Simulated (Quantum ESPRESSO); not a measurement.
# MoSe2 (P6_3/mmc) in Quantum ESPRESSO: notebook

One crystal, MoSe2, is run at these levels: PBE, PW86PBE; tasks: band structure.

Program: Quantum ESPRESSO 7.5. These are calculated values, not measurements. Logs are shortened: lines on timing, memory, paths and dates and some standing lists are left out, and cuts for length are marked.

**1. Starting point**

It takes space group P6_3/mmc (No. 194, hexagonal). Conventional cell: a = 3.288 Å, b = 3.288 Å, c = 12.900 Å, α = 90.00°, β = 90.00°, γ = 120.00°. Around Mo (site symmetry -6m2) lie 6 Se at 2.49 Å. Around Se (site symmetry 3m) lie 3 Mo at 2.49 Å.

**2. Band structure, PBE**

File pw.in:

```
&CONTROL
  calculation = 'scf'
  prefix = 'pwscf'
  outdir = './tmp'
  pseudo_dir = './pseudo'
  tprnfor = .true.
  tstress = .true.
  disk_io = 'low'
/
&SYSTEM
  ibrav = 0
  nat = 6
  ntyp = 2
  ecutwfc = 104
  nbnd = 79
  occupations = 'smearing'
  smearing = 'fd'
  degauss = 0.00367493
/
&ELECTRONS
  conv_thr = 1.2d-09
  electron_maxstep = 120
  mixing_beta = 0.5
/
ATOMIC_SPECIES
Mo    95.9500 Mo.upf
Se    78.9710 Se.upf
CELL_PARAMETERS angstrom
   3.2880000000    0.0000000000    0.0000000000
  -1.6440000000    2.8474915276    0.0000000000
   0.0000000000    0.0000000000   12.9000000000
ATOMIC_POSITIONS crystal
Mo     0.6666666667    0.3333333333    0.7500000000
Mo     0.3333333333    0.6666666667    0.2500000000
Se     0.6666666667    0.3333333333    0.3750000000
Se     0.3333333333    0.6666666667    0.8750000000
Se     0.6666666667    0.3333333333    0.1250000000
Se     0.3333333333    0.6666666667    0.6250000000
K_POINTS automatic
8 8 2 0 0 0
```

File pp_density.in:

```
&INPUTPP
  prefix = 'pwscf'
  outdir = './tmp'
  filplot = 'density.dat'
  plot_num = 0
/
&PLOT
  nfile = 1
  filepp(1) = 'density.dat'
  iflag = 3
  output_format = 6
  fileout = 'density.cube'
/
```

File pp_potential.in:

```
&INPUTPP
  prefix = 'pwscf'
  outdir = './tmp'
  filplot = 'potential.dat'
  plot_num = 11
/
&PLOT
  nfile = 1
  filepp(1) = 'potential.dat'
  iflag = 3
  output_format = 6
  fileout = 'potential.cube'
/
```

File pp_elf.in:

```
&INPUTPP
  prefix = 'pwscf'
  outdir = './tmp'
  filplot = 'elf.dat'
  plot_num = 8
/
&PLOT
  nfile = 1
  filepp(1) = 'elf.dat'
  iflag = 3
  output_format = 6
  fileout = 'elf.cube'
/
```

File bands.in:

```
&CONTROL
  calculation = 'bands'
  prefix = 'pwscf'
  outdir = './tmp'
  pseudo_dir = './pseudo'
  disk_io = 'low'
  verbosity = 'high'
/
&SYSTEM
  ibrav = 0
  nat = 6
  ntyp = 2
  ecutwfc = 104
  nbnd = 79
  occupations = 'smearing'
  smearing = 'fd'
  degauss = 0.00367493
/
&ELECTRONS
  conv_thr = 1d-08
  electron_maxstep = 120
  mixing_beta = 0.5
  diago_full_acc = .true.
/
ATOMIC_SPECIES
Mo    95.9500 Mo.upf
Se    78.9710 Se.upf
CELL_PARAMETERS angstrom
   3.2880000000    0.0000000000    0.0000000000
  -1.6440000000    2.8474915276    0.0000000000
   0.0000000000    0.0000000000   12.9000000000
ATOMIC_POSITIONS crystal
Mo     0.6666666667    0.3333333333    0.7500000000
Mo     0.3333333333    0.6666666667    0.2500000000
Se     0.6666666667    0.3333333333    0.3750000000
Se     0.3333333333    0.6666666667    0.8750000000
Se     0.6666666667    0.3333333333    0.1250000000
Se     0.3333333333    0.6666666667    0.6250000000
K_POINTS crystal
60
 0.0000000000  0.0000000000  0.0000000000 1
 0.0555555556  0.0000000000  0.0000000000 1
 0.1111111111  0.0000000000  0.0000000000 1
 0.1666666667  0.0000000000  0.0000000000 1
 0.2222222222  0.0000000000  0.0000000000 1
 0.2777777778  0.0000000000  0.0000000000 1
 0.3333333333  0.0000000000  0.0000000000 1
 0.3888888889  0.0000000000  0.0000000000 1
 0.4444444444  0.0000000000  0.0000000000 1
 0.5000000000  0.0000000000  0.0000000000 1
 0.4666666667  0.0666666667  0.0000000000 1
 0.4333333333  0.1333333333  0.0000000000 1
 0.4000000000  0.2000000000  0.0000000000 1
 0.3666666667  0.2666666667  0.0000000000 1
 0.3333333333  0.3333333333  0.0000000000 1
 0.3030303030  0.3030303030  0.0000000000 1
 0.2727272727  0.2727272727  0.0000000000 1
 0.2424242424  0.2424242424  0.0000000000 1
 0.2121212121  0.2121212121  0.0000000000 1
 0.1818181818  0.1818181818  0.0000000000 1
 0.1515151515  0.1515151515  0.0000000000 1
 0.1212121212  0.1212121212  0.0000000000 1
 0.0909090909  0.0909090909  0.0000000000 1
 0.0606060606  0.0606060606  0.0000000000 1
 0.0303030303  0.0303030303  0.0000000000 1
 0.0000000000  0.0000000000  0.0000000000 1
 0.0000000000  0.0000000000  0.5000000000 1
 0.0500000000  0.0000000000  0.5000000000 1
 0.1000000000  0.0000000000  0.5000000000 1
 0.1500000000  0.0000000000  0.5000000000 1
 0.2000000000  0.0000000000  0.5000000000 1
 0.2500000000  0.0000000000  0.5000000000 1
 0.3000000000  0.0000000000  0.5000000000 1
 0.3500000000  0.0000000000  0.5000000000 1
 0.4000000000  0.0000000000  0.5000000000 1
 0.4500000000  0.0000000000  0.5000000000 1
 0.5000000000  0.0000000000  0.5000000000 1
 0.4666666667  0.0666666667  0.5000000000 1
 0.4333333333  0.1333333333  0.5000000000 1
 0.4000000000  0.2000000000  0.5000000000 1
 0.3666666667  0.2666666667  0.5000000000 1
 0.3333333333  0.3333333333  0.5000000000 1
 0.3076923077  0.3076923077  0.5000000000 1
 0.2820512821  0.2820512821  0.5000000000 1
 0.2564102564  0.2564102564  0.5000000000 1
 0.2307692308  0.2307692308  0.5000000000 1
 0.2051282051  0.2051282051  0.5000000000 1
 0.1794871795  0.1794871795  0.5000000000 1
 0.1538461538  0.1538461538  0.5000000000 1
 0.1282051282  0.1282051282  0.5000000000 1
 0.1025641026  0.1025641026  0.5000000000 1
 0.0769230769  0.0769230769  0.5000000000 1
 0.0512820513  0.0512820513  0.5000000000 1
 0.0256410256  0.0256410256  0.5000000000 1
 0.0000000000  0.0000000000  0.5000000000 1
 0.5000000000  0.0000000000  0.5000000000 1
 0.5000000000  0.0000000000  0.0000000000 1
 0.3333333333  0.3333333333  0.0000000000 1
 0.3333333333  0.3333333333  0.2500000000 1
 0.3333333333  0.3333333333  0.5000000000 1
```

Potentials or basis: PseudoDojo 0.5 SR PBE stringent.

Run with:

```console
$ OMP_NUM_THREADS=1 pw.x -in pw.in > pw.out
$ OMP_NUM_THREADS=1 pp.x -in pp_density.in > pp_density.out
$ OMP_NUM_THREADS=1 pp.x -in pp_potential.in > pp_potential.out
$ OMP_NUM_THREADS=1 pp.x -in pp_elf.in > pp_elf.out
$ OMP_NUM_THREADS=1 pw.x -in bands.in > bands.out
```

pw.out:

```text
This program is part of the open-source Quantum ESPRESSO suite
     for quantum simulation of materials; please cite
         "P. Giannozzi et al., J. Phys.:Condens. Matter 21 395502 (2009);
         "P. Giannozzi et al., J. Phys.:Condens. Matter 29 465901 (2017);
         "P. Giannozzi et al., J. Chem. Phys. 152 154105 (2020);
     in publications or presentations arising from this work. More details at

     Message from routine setup:
     using ibrav=0 with symmetry is DISCOURAGED, use correct ibrav instead

     G-vector sticks info
     --------------------
     sticks:   dense  smooth     PW     G-vecs:    dense   smooth      PW
     Sum        1111    1111    313               116841   116841   17581

     Using Slab Decomposition

     bravais-lattice index     =            0
     lattice parameter (alat)  =       6.2134  a.u.
     unit-cell volume          =     815.0431 (a.u.)^3
     number of atoms/cell      =            6
     number of atomic types    =            2
     number of electrons       =       124.00
     number of Kohn-Sham states=           79
     kinetic-energy cutoff     =     104.0000  Ry
     charge density cutoff     =     416.0000  Ry
     scf convergence threshold =      1.2E-09
     mixing beta               =       0.5000
     number of iterations used =            8  plain     mixing
     Exchange-correlation= PBE
                           (   1   4   3   4   0   0   0)

     celldm(1)=   6.213419  celldm(2)=   0.000000  celldm(3)=   0.000000
     celldm(4)=   0.000000  celldm(5)=   0.000000  celldm(6)=   0.000000

     crystal axes: (cart. coord. in units of alat)
               a(1) = (   1.000000   0.000000   0.000000 )
               a(2) = (  -0.500000   0.866025   0.000000 )
               a(3) = (   0.000000   0.000000   3.923358 )

     reciprocal axes: (cart. coord. in units 2 pi/alat)
               b(1) = (  1.000000  0.577350 -0.000000 )
               b(2) = (  0.000000  1.154701  0.000000 )
               b(3) = (  0.000000 -0.000000  0.254884 )

     PseudoPot. # 1 for Mo read from file:
     Mo.upf
     Pseudo is Norm-conserving + core correction, Zval = 14.0
     Generated using ONCVPSP code by D. R. Hamann
     Using radial grid of 1640 points,  6 beta functions with:
                l(1) =   0
                l(2) =   0
                l(3) =   1
                l(4) =   1
                l(5) =   2
                l(6) =   2

     PseudoPot. # 2 for Se read from file:
     Se.upf
     Pseudo is Norm-conserving + core correction, Zval = 24.0
     Generated using ONCVPSP code by D. R. Hamann
     Using radial grid of 1214 points,  6 beta functions with:
                l(1) =   0
                l(2) =   0
                l(3) =   1
                l(4) =   1
                l(5) =   2
                l(6) =   2

     atomic species   valence    mass     pseudopotential
     Mo               14.00    95.95000     Mo( 1.00)
     Se               24.00    78.97100     Se( 1.00)

     24 Sym. Ops., with inversion, found (12 have fractional translation)

   Cartesian axes

     site n.     atom                  positions (alat units)
         1        Mo     tau(   1) = (   0.5000000   0.2886751   2.9425182  )
         2        Mo     tau(   2) = (  -0.0000000   0.5773503   0.9808394  )
         3        Se     tau(   3) = (   0.5000000   0.2886751   1.4712591  )
         4        Se     tau(   4) = (  -0.0000000   0.5773503   3.4329380  )
         5        Se     tau(   5) = (   0.5000000   0.2886751   0.4904197  )
         6        Se     tau(   6) = (  -0.0000000   0.5773503   2.4520985  )

     number of k points=    20  Fermi-Dirac smearing, width (Ry)=  0.0037
                       cart. coord. in units 2pi/alat
        k(    1) = (   0.0000000   0.0000000   0.0000000), wk =   0.0156250
        k(    2) = (   0.0000000   0.0000000  -0.1274419), wk =   0.0156250
        k(    3) = (   0.0000000   0.1443376   0.0000000), wk =   0.0937500
        k(    4) = (   0.0000000   0.1443376  -0.1274419), wk =   0.0937500
        k(    5) = (   0.0000000   0.2886751   0.0000000), wk =   0.0937500
        k(    6) = (   0.0000000   0.2886751  -0.1274419), wk =   0.0937500
[... 12 lines left out ...]
        k(   19) = (   0.2500000   0.5773503   0.0000000), wk =   0.0937500
        k(   20) = (   0.2500000   0.5773503  -0.1274419), wk =   0.0937500

     Dense  grid:   116841 G-vectors     FFT dimensions: (  45,  45, 160)

     Check: negative core charge=   -0.000027

     Initial potential from superposition of free atoms

     starting charge     123.9968, renormalised to     124.0000
     Starting wfcs are   72 randomized atomic wfcs +    7 random wfcs

     Self-consistent Calculation

     iteration #  1     ecut=   104.00 Ry     beta= 0.50
     Davidson diagonalization with overlap
     ethr =  1.00E-02,  avg # of iterations =  5.8

     Threshold (ethr) on eigenvalues was too large:
     Diagonalizing with lowered threshold

     Davidson diagonalization with overlap
     ethr =  4.34E-04,  avg # of iterations =  2.8

     total energy              =   -2987.29303407 Ry
     estimated scf accuracy    <       0.54645195 Ry

     iteration #  2     ecut=   104.00 Ry     beta= 0.50
     Davidson diagonalization with overlap
     ethr =  4.41E-04,  avg # of iterations =  2.2
[... 50 lines left out ...]
     total energy              =   -2987.49651284 Ry
     estimated scf accuracy    <       0.00000001 Ry

     iteration # 10     ecut=   104.00 Ry     beta= 0.50
     Davidson diagonalization with overlap
     ethr =  8.86E-12,  avg # of iterations =  1.8

     End of self-consistent calculation

          k = 0.0000 0.0000 0.0000 ( 14581 PWs)   bands (ev):

  -194.5586-194.5586-194.5586-194.5586-134.0628-134.0628-134.0628-134.0628
  -134.0628-134.0628-134.0628-134.0628-134.0072-134.0072-134.0072-134.0072
   -47.6036 -47.6036 -34.2647 -34.2647 -34.2647 -34.2647 -34.2642 -34.2642
   -34.2642 -34.2642 -34.2171 -34.2171 -34.2169 -34.2169 -34.2157 -34.2157
   -34.2155 -34.2155 -34.1986 -34.1983 -34.1953 -34.1951 -21.7815 -21.7815
   -21.6022 -21.6022 -21.6022 -21.6022  -1.3857  -1.1530  -0.2779   0.0937
     7.0362   8.0513  10.3918  10.7650  10.7650  10.7777  10.7777  11.8304
    11.8304  11.8692  11.8692  12.6177  12.8199  13.6964  16.1097  16.1097
    16.1607  16.1607  16.3924  16.3924  16.5675  16.5675  18.8912  19.2878
    21.5888  21.7837  22.0162  23.5553  23.9109  23.9109  24.3599
[... 81 lines left out ...]
  -194.5586-194.5586-194.5586-194.5586-134.0628-134.0628-134.0628-134.0628
  -134.0628-134.0628-134.0628-134.0628-134.0072-134.0072-134.0072-134.0072
   -47.5827 -47.5827 -34.2647 -34.2647 -34.2637 -34.2637 -34.2608 -34.2608
   -34.2604 -34.2604 -34.2177 -34.2177 -34.2177 -34.2177 -34.2170 -34.2170
   -34.2160 -34.2160 -34.1967 -34.1967 -34.1932 -34.1932 -21.8407 -21.8407
   -21.7267 -21.7267 -21.6564 -21.6564   0.2003   0.2003   0.6530   0.6530
     7.7261   7.7261   8.5853   8.5853   9.3147   9.3147  10.3730  10.3730
    11.4305  11.4305  12.1533  12.1533  12.2200  12.2200  15.1648  15.1648
    15.3635  15.3635  16.7314  16.7314  17.3855  17.3855  19.7115  19.7115
    20.8962  20.8962  21.6188  21.6188  22.5484  22.5484  24.8467

          k = 0.0000-0.5774 0.0000 ( 14632 PWs)   bands (ev):

  -194.5586-194.5586-194.5586-194.5586-134.0628-134.0628-134.0628-134.0628
  -134.0628-134.0628-134.0628-134.0628-134.0072-134.0072-134.0072-134.0072
   -47.5792 -47.5792 -34.2648 -34.2648 -34.2636 -34.2636 -34.2601 -34.2601
   -34.2598 -34.2598 -34.2181 -34.2180 -34.2179 -34.2177 -34.2171 -34.2169
   -34.2162 -34.2159 -34.1964 -34.1963 -34.1929 -34.1928 -21.8807 -21.8807
   -21.7173 -21.7173 -21.6656 -21.6656   0.5092   0.6025   0.7497   0.8403
     7.1796   7.4483   8.1864   8.3517   8.8503   9.4656  10.1525  10.2296
    11.2227  11.4594  12.2979  12.3739  12.4813  12.4968  15.0674  15.1128
    15.4335  15.6929  16.4541  17.2566  17.6102  17.7120  18.5323  18.9101
    20.2164  21.1021  21.2380  21.3368  22.1375  22.5807  23.6638

          k = 0.0000-0.5774-0.1274 ( 14600 PWs)   bands (ev):

  -194.5586-194.5586-194.5586-194.5586-134.0628-134.0628-134.0628-134.0628
  -134.0628-134.0628-134.0628-134.0628-134.0072-134.0072-134.0072-134.0072
   -47.5792 -47.5792 -34.2648 -34.2648 -34.2636 -34.2636 -34.2601 -34.2601
   -34.2598 -34.2598 -34.2180 -34.2180 -34.2178 -34.2178 -34.2170 -34.2170
   -34.2160 -34.2160 -34.1964 -34.1964 -34.1929 -34.1929 -21.8807 -21.8807
   -21.7173 -21.7173 -21.6656 -21.6656   0.5472   0.5472   0.8036   0.8036
     7.3066   7.3066   8.2232   8.2232   9.2149   9.2149  10.1898  10.1898
    11.3199  11.3199  12.3972  12.3972  12.4386  12.4386  15.0878  15.0878
    15.5755  15.5755  16.8844  16.8844  17.4810  17.4810  18.9073  18.9073
    20.5923  20.5923  21.2894  21.2894  22.2507  22.2507  24.2210
[... 120 lines left out ...]
  -194.5586-194.5586-194.5586-194.5586-134.0628-134.0628-134.0628-134.0628
  -134.0628-134.0628-134.0628-134.0628-134.0072-134.0072-134.0072-134.0072
   -47.5766 -47.5766 -34.2631 -34.2631 -34.2621 -34.2621 -34.2611 -34.2611
   -34.2608 -34.2608 -34.2188 -34.2188 -34.2177 -34.2177 -34.2167 -34.2167
   -34.2162 -34.2162 -34.1962 -34.1962 -34.1927 -34.1927 -21.8339 -21.8339
   -21.7490 -21.7490 -21.7106 -21.7106   0.7649   0.7649   0.9334   0.9334
     7.9529   7.9529   8.1355   8.1355   9.2171   9.2171   9.7643   9.7643
    10.3175  10.3175  11.1929  11.1929  13.0017  13.0017  14.7584  14.7584
    15.9773  15.9773  16.2571  16.2571  17.6210  17.6210  19.7975  19.7975
    21.0875  21.0875  22.1168  22.1168  24.1602  24.1603  24.7094

     the Fermi energy is    14.1018 ev

!    total energy              =   -2987.49651284 Ry
     estimated scf accuracy    <          6.6E-10 Ry
     smearing contrib. (-TS)   =      -0.00000039 Ry
     internal energy E=F+TS    =   -2987.49651246 Ry

     The total energy is F=E-TS. E is the sum of the following terms:
     one-electron contribution =   -2479.30699186 Ry
     hartree contribution      =    1164.63638909 Ry
     xc contribution           =    -272.35962614 Ry
     ewald contribution        =   -1400.46628354 Ry

     convergence has been achieved in  10 iterations

     Forces acting on atoms (cartesian axes, Ry/au):

     atom    1 type  1   force =    -0.00000000   -0.00000000   -0.00000000
     atom    2 type  1   force =    -0.00000000    0.00000000    0.00000000
     atom    3 type  2   force =     0.00000000    0.00000000    0.04316706
     atom    4 type  2   force =     0.00000000    0.00000000    0.04316706
     atom    5 type  2   force =    -0.00000000    0.00000000   -0.04316706
     atom    6 type  2   force =     0.00000000   -0.00000000   -0.04316706

     Total force =     0.086334     Total SCF correction =     0.000293

     Computing stress (Cartesian axis) and pressure

          total   stress  (Ry/bohr**3)                   (kbar)     P=       82.94
   0.00044149  -0.00000000   0.00000000           64.94       -0.00        0.00
   0.00000000   0.00044149   0.00000000            0.00       64.94        0.00
   0.00000000   0.00000000   0.00080853            0.00        0.00      118.94

=------------------------------------------------------------------------------=
   JOB DONE.
=------------------------------------------------------------------------------=
```

Wall time 24 min (1 thread of Arm Neoverse V1, shared host); peak memory 1.2 GiB.

What came out:

```
Free energy             : -40646.9608 eV
Pressure                : 8.3 GPa
Largest force           : 1.110 eV/Å
Band gap on the k mesh  : 0.94 eV, indirect (least direct gap 1.64 eV)
Band gap along the path : 0.86 eV, indirect (least direct gap 1.38 eV)
```

Forces on the atoms (eV/Å):
```
Mo   0.000  0.000  0.000
Mo   0.000  0.000  0.000
Se   0.000  0.000  1.110
Se   0.000  0.000  1.110
Se   0.000  0.000 -1.110
Se   0.000  0.000 -1.110
```

Levels at the corners of the path, in eV from the valence-band top:
| point | band 60 | band 61 | band 62 | band 63 | band 64 | band 65 |
| --- | --- | --- | --- | --- | --- | --- |
| Γ | -1.08 | -0.88 | 0.00 | 2.41 | 2.41 | 2.46 |
| M | -1.32 | -1.21 | -1.20 | 1.37 | 1.42 | 1.74 |
| K | -2.47 | -0.66 | -0.48 | 0.89 | 0.89 | 1.76 |
| Γ | -1.08 | -0.88 | 0.00 | 2.41 | 2.41 | 2.46 |
| A | -1.85 | -0.20 | -0.20 | 2.43 | 2.43 | 2.43 |
| L | -1.30 | -1.26 | -1.26 | 1.39 | 1.39 | 1.88 |
| H | -2.61 | -0.58 | -0.58 | 0.90 | 0.90 | 2.21 |
| A | -1.85 | -0.20 | -0.20 | 2.43 | 2.43 | 2.43 |
| L | -1.30 | -1.26 | -1.26 | 1.39 | 1.39 | 1.88 |
| M | -1.32 | -1.21 | -1.20 | 1.37 | 1.42 | 1.74 |
| K | -2.47 | -0.66 | -0.48 | 0.89 | 0.89 | 1.76 |
| H | -2.61 | -0.58 | -0.58 | 0.90 | 0.90 | 2.21 |

Caveat: the mesh misses the band edges, which the band path finds closer together; the cell's inner coordinates are idealised or old, which leaves forces on the atoms; this functional lacks dispersion, which binds the layers, so the pressure and a relaxed spacing across them are unreliable.

**3. Band structure, PW86PBE**

pw.in, as its differences from that of step 2:

```diff
@@ -13,4 +13,5 @@
   ntyp = 2
-  ecutwfc = 104
-  nbnd = 79
+  ecutwfc = 86
+  nbnd = 60
+  input_dft = 'pw86pbe'
   occupations = 'smearing'
@@ -39,2 +40,2 @@
 K_POINTS automatic
-8 8 2 0 0 0
+9 9 2 0 0 0
```

bands.in, as its differences from that of step 2:

```diff
@@ -12,4 +12,5 @@
   ntyp = 2
-  ecutwfc = 104
-  nbnd = 79
+  ecutwfc = 86
+  nbnd = 60
+  input_dft = 'pw86pbe'
   occupations = 'smearing'
```

Potentials or basis: PseudoDojo 0.4.1 SR PBE standard.

Run with:

```console
$ OMP_NUM_THREADS=1 pw.x -in pw.in > pw.out
$ OMP_NUM_THREADS=1 pw.x -in bands.in > bands.out
```

It took 15 min on 1 thread of Arm Neoverse V1, shared host; peak memory 0.7 GiB.

It converged, with:

* Free energy: -17031.3453 eV
* Pressure: 12.9 GPa
* Largest force: 1.522 eV/Å
* Band gap on the k mesh: 0.87 eV, indirect (least direct gap 1.38 eV)
* Band gap along the path: 0.83 eV, indirect (least direct gap 1.38 eV)

Forces in eV/Å, atoms in the order of the input:
```
Mo   0.000  0.000  0.000
Mo   0.000  0.000  0.000
Se   0.000  0.000  1.522
Se   0.000  0.000  1.522
Se   0.000  0.000 -1.522
Se   0.000  0.000 -1.522
```

Stress tensor (GPa, compression positive):
```
11.32  0.00  0.00
 0.00 11.32  0.00
 0.00  0.00 16.05
```

Levels at the corners of the path, in eV from the valence-band top:
```tsv
point	band 43	band 44	band 45	band 46	band 47	band 48	band 49	band 50
Γ	-1.83	-1.09	-0.87	0.00	2.39	2.39	2.44	2.44
M	-1.41	-1.31	-1.21	-1.21	1.35	1.39	1.70	1.96
K	-2.46	-2.46	-0.68	-0.50	0.87	0.87	1.75	2.64
Γ	-1.83	-1.09	-0.87	0.00	2.39	2.39	2.44	2.44
A	-1.85	-1.85	-0.19	-0.19	2.40	2.40	2.40	2.40
L	-1.31	-1.31	-1.25	-1.25	1.37	1.37	1.84	1.84
H	-2.60	-2.60	-0.60	-0.60	0.88	0.88	2.20	2.20
A	-1.85	-1.85	-0.19	-0.19	2.40	2.40	2.40	2.40
L	-1.31	-1.31	-1.25	-1.25	1.37	1.37	1.84	1.84
M	-1.41	-1.31	-1.21	-1.21	1.35	1.39	1.70	1.96
K	-2.46	-2.46	-0.68	-0.50	0.87	0.87	1.75	2.64
H	-2.60	-2.60	-0.60	-0.60	0.88	0.88	2.20	2.20
```

Caveat: the potentials were made for another functional, which shifts forces and pressure; the cell's inner coordinates are idealised or old, which leaves forces on the atoms.
